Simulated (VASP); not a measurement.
# CoSi (P2_13) in VASP: a series of runs

One crystal, CoSi, is run at these levels: RPBE+D3, RPBE+D3(BJ); tasks: relaxation of cell and atoms.

Program: VASP 6.6.1. These are calculated values, not measurements. Logs are shortened: lines on timing, memory, paths and dates and some standing lists are left out, and cuts for length are marked.

## (1) Starting point

The structure is cubic, space group P2_13 (No. 198). The conventional cell has a = 4.438 Å, b = 4.438 Å, c = 4.438 Å, α = 90.00°, β = 90.00°, γ = 90.00°. Around Co (site symmetry 3) lie 7 Si at 2.28 to 2.47 Å. Around Si (site symmetry 3) lie 7 Co at 2.28 to 2.47 Å.

## (2) Relaxation of cell and atoms, RPBE+D3, collinear spin, ferromagnetic start

The input, INCAR:

```
PREC     = Accurate       # precision mode
ENCUT    = 600            # plane-wave cutoff, eV
EDIFF    = 1E-7           # SCF threshold, eV
ISMEAR   = -1             # smearing method
SIGMA    = 0.05           # smearing width, eV
LREAL    = False          # projectors in reciprocal space
LASPH    = True           # aspherical terms in the spheres
NELM     = 100            # most SCF steps
ALGO     = Fast           # electronic algorithm
ISIF     = 3              # what is computed and relaxed
LWAVE    = False          # write WAVECAR
LCHARG   = False          # write CHGCAR
ISPIN    = 2              # spin polarisation
MAGMOM   = 2 2 2 2 0 0 0 0 # initial moments
LORBIT   = 11             # projections on sites
LMAXMIX  = 4              # l up to which the mixer works
GGA      = RP             # functional
IVDW     = 11             # dispersion correction
IBRION   = 2              # ionic algorithm
NSW      = 40             # ionic steps
EDIFFG   = -0.01          # ionic threshold
```

The input, KPOINTS:

```
regular mesh
0
Gamma
  6 6 6
```

The input, POSCAR:

```
CoSi
1.0
    4.4380000000      0.0000000000      0.0000000000
    0.0000000000      4.4380000000      0.0000000000
    0.0000000000      0.0000000000      4.4380000000
Co Si
4 4
Direct
    0.8600000000      0.6400000000      0.3600000000
    0.6400000000      0.3600000000      0.8600000000
    0.3600000000      0.8600000000      0.6400000000
    0.1400000000      0.1400000000      0.1400000000
    0.1570000000      0.3430000000      0.6570000000
    0.3430000000      0.6570000000      0.1570000000
    0.6570000000      0.1570000000      0.3430000000
    0.8430000000      0.8430000000      0.8430000000
```

Potentials or basis: VASP PAW PBE potentials, release 64 (Co, Si).

Run with:

```sh
$ cat potpaw_PBE.64/Co/POTCAR potpaw_PBE.64/Si/POTCAR > POTCAR
$ mpirun -np 1 vasp_std > vasp.out
```

OUTCAR:

```text
PREC = Accurate
   ENCUT = 600
   EDIFF = 1E-7
   ISMEAR = -1
   LREAL = False
   LASPH = True
   NELM = 100
   ISIF = 3
   ISPIN = 2
   LORBIT = 11
   GGA = RP
   IVDW = 11
   IBRION = 2
   NSW = 40
   EDIFFG = -0.01
 IVDW          = 11

 ion  position               nearest neighbor table
   1  0.860  0.640  0.360-   5 2.28   6 2.33   7 2.33   8 2.33   7 2.47   8 2.47   6 2.47   2 2.72
                             2 2.72   4 2.72   4 2.72   3 2.72   3 2.72
   2  0.640  0.360  0.860-   6 2.28   5 2.33   7 2.33   8 2.33   5 2.47   7 2.47   8 2.47   1 2.72
                             1 2.72   3 2.72   3 2.72   4 2.72   4 2.72
   3  0.360  0.860  0.640-   7 2.28   6 2.33   5 2.33   8 2.33   6 2.47   5 2.47   8 2.47   4 2.72
                             2 2.72   2 2.72   4 2.72   1 2.72   1 2.72
   4  0.140  0.140  0.140-   8 2.28   6 2.33   7 2.33   5 2.33   6 2.47   5 2.47   7 2.47   1 2.72
                             3 2.72   3 2.72   1 2.72   2 2.72   2 2.72
   5  0.157  0.343  0.657-   1 2.28   2 2.33   3 2.33   4 2.33   3 2.47   4 2.47   2 2.47   8 2.75
                             6 2.75   6 2.75   8 2.75   7 2.75   7 2.75
   6  0.343  0.657  0.157-   2 2.28   1 2.33   3 2.33   4 2.33   1 2.47   3 2.47   4 2.47   8 2.75
                             5 2.75   5 2.75   7 2.75   7 2.75   8 2.75
   7  0.657  0.157  0.343-   3 2.28   2 2.33   1 2.33   4 2.33   2 2.47   1 2.47   4 2.47   8 2.75
                             8 2.75   5 2.75   6 2.75   6 2.75   5 2.75
   8  0.843  0.843  0.843-   4 2.28   2 2.33   3 2.33   1 2.33   2 2.47   1 2.47   3 2.47   5 2.75
                             6 2.75   7 2.75   7 2.75   5 2.75   6 2.75

  LATTYP: Found a simple cubic cell.
 ALAT       =     4.4380000000

  Lattice vectors:

 A1 = (   4.4380000000,   0.0000000000,   0.0000000000)
 A2 = (   0.0000000000,   4.4380000000,   0.0000000000)
 A3 = (   0.0000000000,   0.0000000000,   4.4380000000)

Analysis of symmetry for initial positions (statically):
=====================================================================
 Subroutine PRICEL returns:
 Original cell was already a primitive cell.

 Routine SETGRP: Setting up the symmetry group for a
 simple cubic supercell.

 Subroutine GETGRP returns: Found 12 space group operations
 (whereof  3 operations were pure point group operations)
 out of a pool of 48 trial point group operations.

The static configuration has the point symmetry C_3 .
 The point group associated with its full space group is T   .

Analysis of symmetry for dynamics (positions and initial velocities):
=====================================================================
 Subroutine PRICEL returns:
 Original cell was already a primitive cell.

 Routine SETGRP: Setting up the symmetry group for a
 simple cubic supercell.

 Subroutine GETGRP returns: Found 12 space group operations
 (whereof  3 operations were pure point group operations)
 out of a pool of 48 trial point group operations.

The dynamic configuration has the point symmetry C_3 .
 The point group associated with its full space group is T   .

Analysis of structural, dynamic, and magnetic symmetry:
=====================================================================
 Subroutine PRICEL returns:
 Original cell was already a primitive cell.

 Routine SETGRP: Setting up the symmetry group for a
 simple cubic supercell.

 Subroutine GETGRP returns: Found 12 space group operations
 (whereof  3 operations were pure point group operations)
 out of a pool of 48 trial point group operations.

The overall configuration has the point symmetry C_3 .
 The point group associated with its full space group is T   .

 Subroutine INISYM returns: Found 12 space group operations
 (whereof  3 operations are pure point group operations),
 and found     1 'primitive' translations

----------------------------------------------------------------------------------------

                                     Primitive cell

  volume of cell :      87.4102

  direct lattice vectors                    reciprocal lattice vectors
     4.438000000  0.000000000  0.000000000     0.225326724  0.000000000  0.000000000
     0.000000000  4.438000000  0.000000000     0.000000000  0.225326724  0.000000000
     0.000000000  0.000000000  4.438000000     0.000000000  0.000000000  0.225326724

  length of vectors
     4.438000000  4.438000000  4.438000000     0.225326724  0.225326724  0.225326724

  position of ions in fractional coordinates (direct lattice)
     0.860000000  0.640000000  0.360000000
     0.640000000  0.360000000  0.860000000
     0.360000000  0.860000000  0.640000000
     0.140000000  0.140000000  0.140000000
     0.157000000  0.343000000  0.657000000
     0.343000000  0.657000000  0.157000000
     0.657000000  0.157000000  0.343000000
     0.843000000  0.843000000  0.843000000

  ion indices of the primitive-cell ions
   primitive index   ion index
                 1           1
                 2           2
[... 65 lines left out ...]
   NSW    =     40    number of steps for IOM
   IBRION =      2    ionic relax: 0-MD 1-quasi-New 2-CG
   NFREE  =      1    steps in history (QN), initial steepest desc. (CG)
   ISIF   =      3    stress and relaxation
   ISYM   =      2    0-nonsym 1-usesym 2-fastsym
   POTIM  = 0.5000    time-step for ionic-motion
   TEBEG  =    0.0;   TEEND  =   0.0 temperature during run
   PSTRESS=    0.0 pullay stress
   NELECT =      52.0000    total number of electrons
   NUPDOWN=      -1.0000    fix difference up-down
   EMIN   =  10.00;   EMAX   =-10.00  energy-range for DOS
   EFERMI =   0.00;   METHOD = LEGACY
   ISMEAR =    -1;   SIGMA  =   0.05  broadening in eV -4-tet -1-fermi 0-gaus
   EFERMI_NEDOS =   21; number of points for ismear=-14 and -15
   IALGO  =     68    algorithm
   IMIX   =      4    mixing-type and parameters
     AMIX     =   0.40;   BMIX     =  1.00
     AMIX_MAG =   1.60;   BMIX_MAG =  1.00
  volume/ion in A,a.u.               =      10.93        73.73
  Fermi-wavevector in a.u.,A,eV,Ry     =   1.376856  2.601881 25.793021  1.895734
  Thomas-Fermi vector in A             =   2.502063
   LORBIT       =     11    0 simple, 1 ext, 2 COOP (PROOUT), +10 PAW based schemes
   GGA     = RP    functional components
   LHFCALC =     F    Hartree Fock is set to
   AEXX    =    0.0000 exact exchange contribution
   IVDW    =    11    specifies the selected vdW correction
   LEPSILON=     F    determine dielectric tensor
   LRPA    =     F    only Hartree local field effects (RPA)
 conjugate gradient relaxation of ions
 spin polarized calculation
 RMM-DIIS sequential band-by-band and
  energy-cutoff  :      600.00
  volume of cell :       87.41
 maximum number of plane-waves:      2968
   NGX = 17   NGY = 17   NGZ = 17

--------------------------------------- Ionic step        1  -------------------------------------------

 number of electron      51.9999992 magnetization      -0.0010599

 number of electron      51.9999992 magnetization       0.0000285

 Free energy of the ion-electron system (eV)
  ---------------------------------------------------
  ext. energy  EPLUGINS =         0.00000000
  ---------------------------------------------------
  free energy    TOTEN  =       -51.19723840 eV

  energy without entropy =      -51.18271400  energy(sigma->0) =      -51.18997620

------------------------ aborting loop because EDIFF is reached ----------------------------------------

 Edisp (eV)   -4.13341

 E8    (eV) :    -1.1549
[... 127 lines left out ...]
  FREE ENERGIE OF THE ION-ELECTRON SYSTEM (eV)
  ---------------------------------------------------
  free  energy   TOTEN  =       -55.3947505202 eV

  energy  without entropy=      -55.3813059181  energy(sigma->0) =      -55.38802822

[... ionic steps 4 to 9 ...]

--------------------------------------- Ionic step       10  -------------------------------------------

 number of electron      51.9999987 magnetization       0.0000000

 number of electron      51.9999987 magnetization      -0.0000000
[... 93 lines left out ...]
 number of electron      51.9999987 magnetization       0.0000000

 number of electron      51.9999987 magnetization      -0.0000003

 Free energy of the ion-electron system (eV)
  ---------------------------------------------------
  ext. energy  EPLUGINS =         0.00000000
  ---------------------------------------------------
  free energy    TOTEN  =       -51.10253588 eV

  energy without entropy =      -51.08973934  energy(sigma->0) =      -51.09613761

 E-fermi :  12.7066     XC(G=0): -12.9655

 val. band max:       12.6642851792   @ k =   0.0000   0.0000   0.0000
 cond. band min:      12.7649488761   @ k =   0.5000   0.5000   0.3333
 fundamental gap:      0.1006636969
 Fermi energy:        12.7065573489

 spin component 1

 k-point     1 :       0.0000    0.0000    0.0000
  band No.  band energies     occupation
      1      -1.2573      1.00000
      2       4.3488      1.00000
      3       4.3488      1.00000
      4       4.3488      1.00000
      5       7.0537      1.00000
      6       7.0537      1.00000
[... 901 lines left out ...]
     34      18.6117      0.00000
     35      18.6117      0.00000
 Fermi energy:        12.7065573489

 spin component 2

 k-point     1 :       0.0000    0.0000    0.0000
  band No.  band energies     occupation
      1      -1.2573      1.00000
      2       4.3488      1.00000
      3       4.3488      1.00000
      4       4.3488      1.00000
      5       7.0537      1.00000
      6       7.0537      1.00000
[... 940 lines left out ...]
  FREE ENERGIE OF THE ION-ELECTRON SYSTEM (eV)
  ---------------------------------------------------
  free  energy   TOTEN  =       -55.4216591373 eV

  energy  without entropy=      -55.4088625968  energy(sigma->0) =      -55.41526087

 reached required accuracy - stopping structural energy minimisation

 total charge

# of ion       s       p       d       tot
------------------------------------------
    1        0.451   0.651   7.587   8.690
    2        0.451   0.651   7.587   8.690
    3        0.451   0.651   7.587   8.690
    4        0.451   0.651   7.587   8.690
    5        0.725   0.905   0.000   1.630
    6        0.725   0.905   0.000   1.630
    7        0.725   0.905   0.000   1.630
    8        0.725   0.905   0.000   1.630
--------------------------------------------------
tot          4.704   6.225  30.349  41.278

 magnetization (x)

# of ion       s       p       d       tot
------------------------------------------
    1       -0.000  -0.000  -0.000  -0.000
    2       -0.000  -0.000  -0.000  -0.000
    3       -0.000  -0.000  -0.000  -0.000
    4       -0.000  -0.000  -0.000  -0.000
    5        0.000   0.000   0.000   0.000
    6        0.000   0.000   0.000   0.000
    7        0.000   0.000   0.000   0.000
    8        0.000   0.000   0.000   0.000
--------------------------------------------------
tot         -0.000  -0.000  -0.000  -0.000
```

Run time: 16 min. Hardware: 1 thread of Intel Xeon Platinum 8488C (Sapphire Rapids), shared host; peak memory 0.34 GiB.

Results:

```yaml
Free_energy: -55.4217 eV
Relaxed_volume: 10.56 Å³/atom
Relaxed_cell: a = 4.387 Å, b = 4.387 Å, c = 4.387 Å, α = 90.00°, β = 90.00°, γ = 90.00°
Space_group_after_relaxing_to_0.05_Å: P2_13 (No. 198)
Energy_gained_by_relaxing: 11.4 meV/atom
Ionic_steps: 12
Pressure_after_relaxing: -0.1 GPa
Largest_force_after_relaxing: 0.003 eV/Å
Band_gap_on_the_k_mesh: none (metal or under the smearing width)
Net_moment: 0.00 μB per cell
Valence_electrons_inside_the_program's_atomic_spheres: Co 8.69; Si 1.63
Dispersion_energy_per_atom: -0.540 eV
```

Forces in eV/Å, atoms in the order of the input:
```
Co  -0.001  0.001 -0.001
Co   0.001 -0.001 -0.001
Co  -0.001 -0.001  0.001
Co   0.001  0.001  0.001
Si  -0.002  0.002 -0.002
Si   0.002 -0.002 -0.002
Si  -0.002 -0.002  0.002
Si   0.002  0.002  0.002
```

The path:
```csv
step,energy change (eV),largest force (eV/Å),pressure (GPa),volume (Å³)
1,0.0000,0.2433,-6.65,87.41
2,0.0052,0.3876,8.92,81.80
3,-0.0641,0.3193,0.39,84.58
4,-0.0810,0.2020,0.35,84.48
5,-0.0907,0.0419,0.38,84.31
6,-0.0907,0.0351,0.33,84.32
7,-0.0907,0.0072,-0.52,84.63
8,-0.0909,0.0220,-0.08,84.46
9,-0.0909,0.0212,-0.09,84.47
10,-0.0909,0.0197,-0.16,84.49
11,-0.0909,0.0210,-0.13,84.48
12,-0.0910,0.0034,-0.07,84.44
```

Final structure:
```xyz
8
Lattice="4.3872 0.0000 0.0000 0.0000 4.3872 0.0000 0.0000 0.0000 4.3872" Properties=species:S:1:pos:R:3 pbc="T T T"
Co    3.7481    2.8326    1.5545
Co    2.8326    1.5545    3.7481
Co    1.5545    3.7481    2.8326
Co    0.6390    0.6390    0.6390
Si    0.6814    1.5121    2.8750
Si    1.5121    2.8750    0.6814
Si    2.8750    0.6814    1.5121
Si    3.7057    3.7057    3.7057
```

Levels at points of the mesh, in eV from the Fermi level:
Spin up:
```tsv
k point	band 23	band 24	band 25	band 26	band 27	band 28	band 29	band 30
(0.00, 0.00, 0.00)	-0.83	-0.83	-0.04	-0.04	-0.04	2.61	2.61	2.61
(0.50, 0.00, 0.00)	-0.70	-0.70	-0.54	-0.54	1.00	1.00	1.56	1.56
(0.50, 0.50, 0.00)	-1.06	-1.06	-0.07	-0.07	0.59	0.59	2.10	2.10
(0.50, 0.50, 0.50)	-1.31	-1.31	-0.26	-0.26	-0.26	-0.26	5.61	5.61
```
Spin down:
| k point | band 22 | band 23 | band 24 | band 25 | band 26 | band 27 | band 28 | band 29 | band 30 | band 31 |
| --- | --- | --- | --- | --- | --- | --- | --- | --- | --- | --- |
| (0.00, 0.00, 0.00) | -0.97 | -0.83 | -0.83 | -0.04 | -0.04 | -0.04 | 2.61 | 2.61 | 2.61 | 2.96 |
| (0.50, 0.00, 0.00) | -1.11 | -0.70 | -0.70 | -0.54 | -0.54 | 1.00 | 1.00 | 1.56 | 1.56 | 4.35 |
| (0.50, 0.50, 0.00) | -1.58 | -1.06 | -1.06 | -0.07 | -0.07 | 0.59 | 0.59 | 2.10 | 2.10 | 2.58 |
| (0.50, 0.50, 0.50) | -1.31 | -1.31 | -1.31 | -0.26 | -0.26 | -0.26 | -0.26 | 5.61 | 5.61 | 5.61 |

Caveat: the starting moments collapsed, and a magnetic state may lie lower; the PAW data sets were made with another functional, which shifts forces and pressure a little; pairwise dispersion overbinds metals, which lowers pressure and volume.

## (3) Relaxation of cell and atoms, RPBE+D3(BJ), collinear spin, ferromagnetic start

The input, INCAR:

```
SYSTEM = CoSi
PREC = Accurate
ENCUT = 600
EDIFF = 1E-7
ISMEAR = -1
SIGMA = 0.05
LREAL = .FALSE.
LASPH = .TRUE.
NELM = 150
ALGO = Normal
ISIF = 3
LWAVE = .FALSE.
LCHARG = .FALSE.
ISPIN = 2
MAGMOM = 2 2 2 2 0 0 0 0
LORBIT = 11
LMAXMIX = 4
GGA = RP
IVDW = 12
IBRION = 2
NSW = 40
EDIFFG = -0.005
```

The input, KPOINTS:

```
regular mesh
0
G
  6 6 6
  0 0 0
```

POSCAR is that of step 2.

Potentials or basis: VASP PAW PBE potentials, release 64 (Co, Si).

Run with:

```sh
$ cat potpaw_PBE.64/Co/POTCAR potpaw_PBE.64/Si/POTCAR > POTCAR
$ mpirun -np 1 vasp_std > vasp.out
```

It took 16 min on 1 thread of Intel Xeon Platinum 8488C (Sapphire Rapids), shared host; peak memory 0.34 GiB.

It converged, with:

```
Free energy                                           : -71.2909 eV
Relaxed volume                                        : 9.52 Å³/atom
Relaxed cell                                          : a = 4.239 Å, b = 4.239 Å, c = 4.239 Å, α = 90.00°, β = 90.00°, γ = 90.00°
Space group after relaxing (to 0.05 Å)                : P2_13 (No. 198)
Energy gained by relaxing                             : 164.9 meV/atom
Ionic steps                                           : 12
Pressure after relaxing                               : 0.0 GPa
Band gap on the k mesh                                : none (metal or under the smearing width)
Net moment                                            : 0.00 μB per cell
Valence electrons inside the program's atomic spheres : Co 8.98; Si 1.71
Dispersion energy per atom                            : -2.690 eV
```

Forces in eV/Å, atoms in the order of the input:
```
Co  -0.001  0.001 -0.001
Co   0.001 -0.001 -0.001
Co  -0.001 -0.001  0.001
Co   0.001  0.001  0.001
Si   0.002 -0.002  0.002
Si  -0.002  0.002  0.002
Si   0.002  0.002 -0.002
Si  -0.002 -0.002 -0.002
```

Step by step:
| step | energy change (eV) | largest force (eV/Å) | pressure (GPa) | volume (Å³) |
| --- | --- | --- | --- | --- |
| 1 | 0.0000 | 0.4034 | -31.21 | 87.41 |
| 2 | 1.9309 | 1.6738 | 90.56 | 63.16 |
| 3 | -1.2039 | 0.8616 | -1.68 | 76.98 |
| 4 | -1.2074 | 0.8823 | -0.01 | 76.56 |
| 5 | -1.2074 | 0.8926 | 0.85 | 76.35 |
| 6 | -1.3054 | 0.3228 | 1.17 | 75.99 |
| 7 | -1.3172 | 0.0300 | 1.56 | 75.81 |
| 8 | -1.3141 | 0.0198 | -2.50 | 76.79 |
| 9 | -1.3190 | 0.0224 | 0.00 | 76.18 |
| 10 | -1.3190 | 0.0223 | -0.01 | 76.18 |
| 11 | -1.3190 | 0.0222 | -0.05 | 76.19 |
| 12 | -1.3191 | 0.0027 | -0.03 | 76.19 |

Final structure:
```
CELL_PARAMETERS angstrom
4.23932 0.00000 0.00000
0.00000 4.23932 0.00000
0.00000 0.00000 4.23932
ATOMIC_POSITIONS crystal
Co 0.85114 0.64886 0.35114
Co 0.64886 0.35114 0.85114
Co 0.35114 0.85114 0.64886
Co 0.14886 0.14886 0.14886
Si 0.15529 0.34471 0.65529
Si 0.34471 0.65529 0.15529
Si 0.65529 0.15529 0.34471
Si 0.84471 0.84471 0.84471
```

Levels at points of the mesh, in eV from the Fermi level:
Spin up:
```
           k point  band 22  band 23  band 24  band 25  band 26  band 27  band 28  band 29  band 30  band 31
(0.00, 0.00, 0.00)    -1.14    -0.97    -0.97    -0.03    -0.03    -0.03     3.12     3.12     3.12     3.28
(0.50, 0.00, 0.00)    -1.29    -0.79    -0.79    -0.62    -0.62     1.15     1.15     1.95     1.95     4.69
(0.50, 0.50, 0.00)    -1.78    -1.22    -1.22    -0.08    -0.08     0.73     0.73     2.53     2.53     2.96
(0.50, 0.50, 0.50)    -1.52    -1.52    -1.52    -0.28    -0.28    -0.28    -0.28     6.34     6.34     6.34
```
Spin down:
```tsv
k point	band 22	band 23	band 24	band 25	band 26	band 27	band 28	band 29	band 30	band 31
(0.00, 0.00, 0.00)	-1.14	-0.97	-0.97	-0.03	-0.03	-0.03	3.12	3.12	3.12	3.28
(0.50, 0.00, 0.00)	-1.29	-0.79	-0.79	-0.62	-0.62	1.15	1.15	1.95	1.95	4.69
(0.50, 0.50, 0.00)	-1.78	-1.22	-1.22	-0.08	-0.08	0.73	0.73	2.53	2.53	2.96
(0.50, 0.50, 0.50)	-1.52	-1.52	-1.52	-0.28	-0.28	-0.28	-0.28	6.34	6.34	6.34
```

Caveat: the starting moments collapsed, and a magnetic state may lie lower; the PAW data sets were made with another functional, which shifts forces and pressure a little; the volume moved by -13 % from the deposited cell, more than functionals usually miss; pairwise dispersion overbinds metals, which lowers pressure and volume.
